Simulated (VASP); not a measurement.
# SrCl2 (Fm-3m) in VASP: single point with PBE

Aim: the single point of SrCl2 with PBE.

Program: VASP 6.6.1. These are calculated values, not measurements. Logs are shortened: lines on timing, memory, paths and dates and some standing lists are left out, and cuts for length are marked.

## Step 1: Starting point

Symmetry: Fm-3m, No. 225, cubic system. The conventional cell has a = 6.977 Å, b = 6.977 Å, c = 6.977 Å, α = 90.00°, β = 90.00°, γ = 90.00°. Sr (site symmetry m-3m) has 8 Cl at 3.02 Å as nearest neighbours. Cl (site symmetry -43m) has 4 Sr at 3.02 Å as nearest neighbours.

## Step 2: Single point, PBE

INCAR reads:

```
PREC = Accurate
ENCUT = 520
EDIFF = 1E-6
ISMEAR = 0
SIGMA = 0.01
LREAL = F
LASPH = T
NELM = 100
ALGO = Normal
ISIF = 2
LWAVE = F
LCHARG = F
GGA = PE
NBANDS = 19
```

KPOINTS reads:

```
Automatic mesh
0
Gamma
  3 3 3
```

POSCAR reads:

```
SrCl2
1.0
    0.0000000000      3.4883500000      3.4883500000
    3.4883500000      0.0000000000      3.4883500000
    3.4883500000      3.4883500000      0.0000000000
Sr Cl
1 2
Direct
    0.0000000000      0.0000000000      0.0000000000
    0.2500000000      0.2500000000      0.2500000000
    0.7500000000      0.7500000000      0.7500000000
```

Potentials or basis: VASP PAW PBE potentials, release 64 (Sr_sv, Cl).

Run with:

```sh
> cat potpaw_PBE.64/Sr_sv/POTCAR potpaw_PBE.64/Cl/POTCAR > POTCAR
> mpirun -np 1 vasp_std > vasp.out
```

OUTCAR:

```text
PREC = Accurate
   ENCUT = 520
   EDIFF = 1E-6
   ISMEAR = 0
   LREAL = F
   LASPH = T
   NELM = 100
   ISIF = 2
   GGA = PE

 ion  position               nearest neighbor table
   1  0.000  0.000  0.000-   3 3.02   3 3.02   3 3.02   2 3.02   3 3.02   2 3.02   2 3.02   2 3.02

   2  0.250  0.250  0.250-   1 3.02   1 3.02   1 3.02   1 3.02
   3  0.750  0.750  0.750-   1 3.02   1 3.02   1 3.02   1 3.02

  LATTYP: Found a face centered cubic cell.
 ALAT       =     6.9767000000

  Lattice vectors:

 A1 = (   0.0000000000,   3.4883500000,   3.4883500000)
 A2 = (   3.4883500000,   0.0000000000,   3.4883500000)
 A3 = (   3.4883500000,   3.4883500000,   0.0000000000)

Analysis of symmetry for initial positions (statically):
=====================================================================
 Subroutine PRICEL returns:
 Original cell was already a primitive cell.

 Routine SETGRP: Setting up the symmetry group for a
 face centered cubic supercell.

 Subroutine GETGRP returns: Found 48 space group operations
 (whereof 48 operations were pure point group operations)
 out of a pool of 48 trial point group operations.

The static configuration has the point symmetry O_h .

Analysis of symmetry for dynamics (positions and initial velocities):
=====================================================================
 Subroutine PRICEL returns:
 Original cell was already a primitive cell.

 Routine SETGRP: Setting up the symmetry group for a
 face centered cubic supercell.

 Subroutine GETGRP returns: Found 48 space group operations
 (whereof 48 operations were pure point group operations)
 out of a pool of 48 trial point group operations.

The dynamic configuration has the point symmetry O_h .

 Subroutine INISYM returns: Found 48 space group operations
 (whereof 48 operations are pure point group operations),
 and found     1 'primitive' translations

----------------------------------------------------------------------------------------

                                     Primitive cell

  volume of cell :      84.8966

  direct lattice vectors                    reciprocal lattice vectors
     0.000000000  3.488350000  3.488350000    -0.143334241  0.143334241  0.143334241
     3.488350000  0.000000000  3.488350000     0.143334241 -0.143334241  0.143334241
     3.488350000  3.488350000  0.000000000     0.143334241  0.143334241 -0.143334241

  length of vectors
     4.933271880  4.933271880  4.933271880     0.248262188  0.248262188  0.248262188

  position of ions in fractional coordinates (direct lattice)
     0.000000000  0.000000000  0.000000000
     0.250000000  0.250000000  0.250000000
     0.750000000  0.750000000  0.750000000

  ion indices of the primitive-cell ions
   primitive index   ion index
                 1           1
                 2           2
                 3           3

----------------------------------------------------------------------------------------

 KPOINTS: Automatic mesh

Automatic generation of k-mesh.
 Grid dimensions read from file:
 generate k-points for:    3    3    3

 Generating k-lattice:

  Cartesian coordinates                     Fractional coordinates (reciprocal lattice)
    -0.047778080  0.047778080  0.047778080     0.333333333  0.000000000  0.000000000
     0.047778080 -0.047778080  0.047778080     0.000000000  0.333333333  0.000000000
     0.047778080  0.047778080 -0.047778080     0.000000000  0.000000000  0.333333333

  Length of vectors
     0.082754063  0.082754063  0.082754063

  Shift w.r.t. Gamma in fractional coordinates (k-lattice)
     0.000000000  0.000000000  0.000000000

 Subroutine IBZKPT returns following result:
 ===========================================

 Found      4 irreducible k-points:

 Following reciprocal coordinates:
            Coordinates               Weight
  0.000000  0.000000  0.000000      1.000000
  0.333333  0.000000  0.000000      8.000000
  0.333333  0.333333  0.000000      6.000000
 -0.333333  0.333333  0.000000     12.000000
   k-points           NKPTS =      4   k-points in BZ     NKDIM =      4   number of bands    NBANDS=     19
   number of dos      NEDOS =    301   number of ions     NIONS =      3
   total plane-waves  NPLWV =  64000
   dimension x,y,z NGX =    40 NGY =   40 NGZ =   40
   dimension x,y,z NGXF=    80 NGYF=   80 NGZF=   80
   ions per type =               1   2
   NGX,Y,Z   is equivalent  to a cutoff of  13.48, 13.48, 13.48 a.u.
   NGXF,Y,Z  is equivalent  to a cutoff of  26.96, 26.96, 26.96 a.u.
 SYSTEM =  unknown system
   PREC   = accura    normal or accurate (medium, high low for compatibility)
   ISTART =      0    job   : 0-new  1-cont  2-samecut
   ICHARG =      2    charge: 1-file 2-atom 10-const
   ISPIN  =      1    spin polarized calculation?
   LNONCOLLINEAR =      F non collinear calculations
   LSORBIT =      F    spin-orbit coupling
   LASPH  =      T    aspherical Exc in radial PAW
   ENCUT  =  520.0 eV  38.22 Ry    6.18 a.u.   9.17  9.17  9.17*2*pi/ulx,y,z
   NELM   =    100;   NELMIN=  2; NELMDL= -5     # of ELM steps
   EDIFF  = 0.1E-05   stopping-criterion for ELM
   LREAL  =      F    real-space projection
   EDIFFG = 0.1E-04   stopping-criterion for IOM
   NSW    =      0    number of steps for IOM
   IBRION =     -1    ionic relax: 0-MD 1-quasi-New 2-CG
   NFREE  =      0    steps in history (QN), initial steepest desc. (CG)
   ISIF   =      2    stress and relaxation
   ISYM   =      2    0-nonsym 1-usesym 2-fastsym
   POTIM  = 0.5000    time-step for ionic-motion
   TEBEG  =    0.0;   TEEND  =   0.0 temperature during run
   PSTRESS=    0.0 pullay stress
   NELECT =      24.0000    total number of electrons
   NUPDOWN=      -1.0000    fix difference up-down
   EMIN   =  10.00;   EMAX   =-10.00  energy-range for DOS
   EFERMI =   0.00;   METHOD = LEGACY
   ISMEAR =     0;   SIGMA  =   0.01  broadening in eV -4-tet -1-fermi 0-gaus
   EFERMI_NEDOS =   21; number of points for ismear=-14 and -15
   IALGO  =     38    algorithm
   IMIX   =      4    mixing-type and parameters
     AMIX     =   0.40;   BMIX     =  1.00
     AMIX_MAG =   1.60;   BMIX_MAG =  1.00
  volume/ion in A,a.u.               =      28.30       190.97
  Fermi-wavevector in a.u.,A,eV,Ry     =   1.074439  2.030396 15.706833  1.154420
  Thomas-Fermi vector in A             =   2.210267
   LORBIT       =      0    0 simple, 1 ext, 2 COOP (PROOUT), +10 PAW based schemes
   GGA     = PE    functional components
   LHFCALC =     F    Hartree Fock is set to
   AEXX    =    0.0000 exact exchange contribution
   IVDW    =     0    specifies the selected vdW correction
   LEPSILON=     F    determine dielectric tensor
   LRPA    =     F    only Hartree local field effects (RPA)
 non-spin polarized calculation
 Gauss-broadening in eV      SIGMA  =   0.01
  energy-cutoff  :      520.00
  volume of cell :       84.90
 maximum number of plane-waves:      2301
 NGX is ok and might be reduce to    40
   NGX = 19   NGY = 19   NGZ = 19

 number of electron      24.0000003 magnetization

 Free energy of the ion-electron system (eV)
  ---------------------------------------------------
  ext. energy  EPLUGINS =         0.00000000
  ---------------------------------------------------
  free energy    TOTEN  =       -12.78130278 eV

  energy without entropy =      -12.78130278  energy(sigma->0) =      -12.78130278

 E-fermi :   0.0452     XC(G=0):  -8.2825

 val. band max:       -0.0275592836   @ k =  -0.3333   0.3333   0.0000
 cond. band min:       5.4913472071   @ k =   0.0000   0.0000   0.0000
 fundamental gap:      5.5189064908
 Fermi energy:         0.0452219742

 k-point     1 :       0.0000    0.0000    0.0000
  band No.  band energies     occupation
      1     -32.7345      2.00000
      2     -14.7261      2.00000
      3     -14.7261      2.00000
      4     -14.7261      2.00000
      5     -13.1519      2.00000
      6     -12.3018      2.00000
      7      -1.9726      2.00000
      8      -1.9726      2.00000
      9      -1.9726      2.00000
     10      -0.1839      2.00000
     11      -0.1839      2.00000
     12      -0.1839      2.00000
     13       5.4913      0.00000
     14       6.2497      0.00000
     15       6.2497      0.00000
     16       9.1885      0.00000
     17       9.1885      0.00000
     18       9.1885      0.00000
     19       9.4669      0.00000

 k-point     2 :       0.3333    0.0000    0.0000
  band No.  band energies     occupation
      1     -32.7321      2.00000
      2     -14.9523      2.00000
      3     -14.7364      2.00000
      4     -14.7364      2.00000
      5     -12.7866      2.00000
      6     -12.4142      2.00000
      7      -1.6157      2.00000
      8      -1.6157      2.00000
      9      -1.4346      2.00000
     10      -1.0131      2.00000
     11      -0.6628      2.00000
     12      -0.6628      2.00000
     13       6.7756      0.00000
     14       6.7756      0.00000
     15       6.9874      0.00000
     16       8.1653      0.00000
     17       8.7376      0.00000
     18       8.7376      0.00000
     19       9.2620      0.00000

 k-point     3 :       0.3333    0.3333    0.0000
  band No.  band energies     occupation
      1     -32.7313      2.00000
      2     -15.0024      2.00000
      3     -14.7508      2.00000
      4     -14.7508      2.00000
      5     -12.5734      2.00000
      6     -12.5330      2.00000
      7      -2.1123      2.00000
      8      -1.8057      2.00000
      9      -1.8057      2.00000
     10      -0.4956      2.00000
     11      -0.2029      2.00000
     12      -0.2029      2.00000
     13       5.9635      0.00000
     14       7.1954      0.00000
     15       7.6353      0.00000
     16       7.9870      0.00000
     17       8.1584      0.00000
     18       8.1584      0.00000
     19       9.7444      0.00000

 k-point     4 :      -0.3333    0.3333    0.0000
  band No.  band energies     occupation
      1     -32.7305      2.00000
      2     -14.9408      2.00000
      3     -14.8924      2.00000
      4     -14.7488      2.00000
      5     -12.5535      2.00000
      6     -12.4608      2.00000
      7      -2.2652      2.00000
      8      -1.7418      2.00000
      9      -1.4461      2.00000
     10      -0.7668      2.00000
     11      -0.5005      2.00000
     12      -0.0276      2.00000
     13       6.2703      0.00000
     14       7.3216      0.00000
     15       7.3773      0.00000
     16       7.7721      0.00000
     17       8.3808      0.00000
     18       9.2127      0.00000
     19      10.3259      0.00000

------------------------ aborting loop because EDIFF is reached ----------------------------------------

  FORCE on cell =-STRESS in cart. coord.  units (eV):
  Direction    XX          YY          ZZ          XY          YZ          ZX
  --------------------------------------------------------------------------------------
  -------------------------------------------------------------------------------------
  Total        0.5734751      0.5734751      0.5734751      0.0000000      0.0000000     -0.0000000
  in kB       10.8226842     10.8226842     10.8226842      0.0000000      0.0000000     -0.0000000
  external PRESSURE =      10.8226842 kB  Pullay stress =       0.0000000 kB

 VOLUME and BASIS-vectors are now :
 -----------------------------------------------------------------------------
  energy-cutoff  :      520.00
  volume of cell :       84.90
      direct lattice vectors                 reciprocal lattice vectors
     0.000000000  3.488350000  3.488350000    -0.143334241  0.143334241  0.143334241
     3.488350000  0.000000000  3.488350000     0.143334241 -0.143334241  0.143334241
     3.488350000  3.488350000  0.000000000     0.143334241  0.143334241 -0.143334241

 POSITION                                       TOTAL-FORCE (eV/Angst)
 -----------------------------------------------------------------------------------
      0.00000      0.00000      0.00000         0.000000     -0.000000      0.000000
      1.74418      1.74418      1.74418        -0.000000     -0.000000     -0.000000
      5.23252      5.23252      5.23252         0.000000      0.000000      0.000000
 -----------------------------------------------------------------------------------
    total drift:                               -0.000000     -0.000000      0.000000

  FREE ENERGIE OF THE ION-ELECTRON SYSTEM (eV)
  ---------------------------------------------------
  free  energy   TOTEN  =       -12.7813027800 eV

  energy  without entropy=      -12.7813027800  energy(sigma->0) =      -12.78130278
```

Run time: 11 s. Hardware: 1 thread of Intel Xeon Platinum 8488C (Sapphire Rapids), shared host; peak memory 0.22 GiB.

Results:

```
Free energy            : -12.7813 eV
Pressure               : 1.1 GPa
Band gap on the k mesh : 5.52 eV, indirect (least direct gap 5.68 eV)
```

Levels at points of the mesh, in eV from the valence-band top:
| k point | band 10 | band 11 | band 12 | band 13 | band 14 | band 15 |
| --- | --- | --- | --- | --- | --- | --- |
| (0.00, 0.00, 0.00) | -0.16 | -0.16 | -0.16 | 5.52 | 6.28 | 6.28 |

Caveat: the k mesh is coarse (spacing up to 0.52 Å⁻¹), so the values aren't converged; an odd mesh through Γ misses points on the zone boundary, where band edges often lie.
